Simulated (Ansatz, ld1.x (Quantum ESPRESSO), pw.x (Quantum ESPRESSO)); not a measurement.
pw.x on sc Ge: one setting changed

Potential: ultrasoft, ld1.x (Quantum ESPRESSO) 7.5, PBE; core [Ar] 3d10, reference 4s2 4p2; waves: 4s (bound): rcut 1.40, rcutus 1.70 bohr; 4s channel at 1 Ry: rcut 1.40, rcutus 1.70 bohr; 4p (bound): rcut 1.75, rcutus 2.40 bohr; 4p channel at 2.9 Ry: rcut 1.75, rcutus 2.40 bohr; 4d channel at 0.2 Ry: rcut 1.50, rcutus 2.05 bohr; local part: all-electron potential smoothed inside 1.40 bohr (lloc = -1); core correction: none; augmentation: built from norm-conserving waves at rcut, not smoothed further.

The reference run (k-mesh 12³, cutoffs 40/600 Ry, Fermi–Dirac 0.01 Ry, mixing_beta 0.4, conv_thr 1e-9, no spin) gives -1.10 GPa at 20.257 Å³/atom, where all-electron LAPW gives -0.82 GPa. This run, with its own iteration cap, changes ecutrho/ecutwfc to 2.

```
&control
  calculation='scf', prefix='x', pseudo_dir='./', outdir='./tmp', tstress=.true., disk_io='none'
/
&system
  ibrav=0, nat=1, ntyp=1, ecutwfc=40, ecutrho=80, nbnd=9,
  occupations='smearing', smearing='fd', degauss=0.01
/
&electrons
  conv_thr=1e-09, mixing_beta=0.4, electron_maxstep=60
/
ATOMIC_SPECIES
Ge 1.0 Ge.UPF
CELL_PARAMETERS angstrom
  2.72599492 0.00000000 0.00000000
  0.00000000 2.72599492 0.00000000
  0.00000000 0.00000000 2.72599492
ATOMIC_POSITIONS crystal
Ge 0.0000 0.0000 0.0000
K_POINTS automatic
12 12 12 0 0 0
```

```bash
pw.x < Ge.scf.in > Ge.scf.out
```

Task: How does the run end?

Result: It converges in 6 iterations; the free energy moves by +3.7 meV/atom and the pressure by +0.14 GPa. Below 4 the density is truncated and F is no longer variational, so a small shift in one case is no licence.

```
Message from routine set_cutoff:
     ecutrho < 4*ecutwfc, are you sure?
     Message from routine setup:
     using ibrav=0 with symmetry is DISCOURAGED, use correct ibrav instead
     lattice parameter (alat)  =       5.1514  a.u.
     unit-cell volume          =     136.7010 (a.u.)^3
     number of electrons       =         4.00
     number of Kohn-Sham states=            9
     kinetic-energy cutoff     =      40.0000  Ry
     charge density cutoff     =      80.0000  Ry
     scf convergence threshold =      1.0E-09
     Exchange-correlation= PBE
     number of k points=    84  Fermi-Dirac smearing, width (Ry)=  0.0100
     iteration #  1     ecut=    40.00 Ry     beta= 0.40
     total energy              =      -7.86147658 Ry
     estimated scf accuracy    <       0.00196026 Ry
     iteration #  2     ecut=    40.00 Ry     beta= 0.40
     total energy              =      -7.86174554 Ry
     estimated scf accuracy    <       0.00072886 Ry
     iteration #  3     ecut=    40.00 Ry     beta= 0.40
     total energy              =      -7.86177742 Ry
     estimated scf accuracy    <       0.00000356 Ry
     iteration #  4     ecut=    40.00 Ry     beta= 0.40
     total energy              =      -7.86178029 Ry
     estimated scf accuracy    <       0.00000005 Ry
     iteration #  5     ecut=    40.00 Ry     beta= 0.40
     total energy              =      -7.86178037 Ry
     estimated scf accuracy    <       0.00000001 Ry
     iteration #  6     ecut=    40.00 Ry     beta= 0.40
     the Fermi energy is     6.7281 ev
!    total energy              =      -7.86178038 Ry
     estimated scf accuracy    <          1.2E-10 Ry
     smearing contrib. (-TS)   =      -0.00269972 Ry
     The total energy is F=E-TS. E is the sum of the following terms:
     one-electron contribution =       3.04884390 Ry
     hartree contribution      =       0.19179689 Ry
     xc contribution           =      -2.28718458 Ry
     ewald contribution        =      -8.81253688 Ry
     convergence has been achieved in   6 iterations
          total   stress  (Ry/bohr**3)                   (kbar)     P=       -9.61
     Message from routine punch:
     Nothing written, as per user request (disk_io='none')
```

The run took about 2.1 s on one core of a shared host (Neoverse-V1, 64 threads, 495 GiB, load 25).
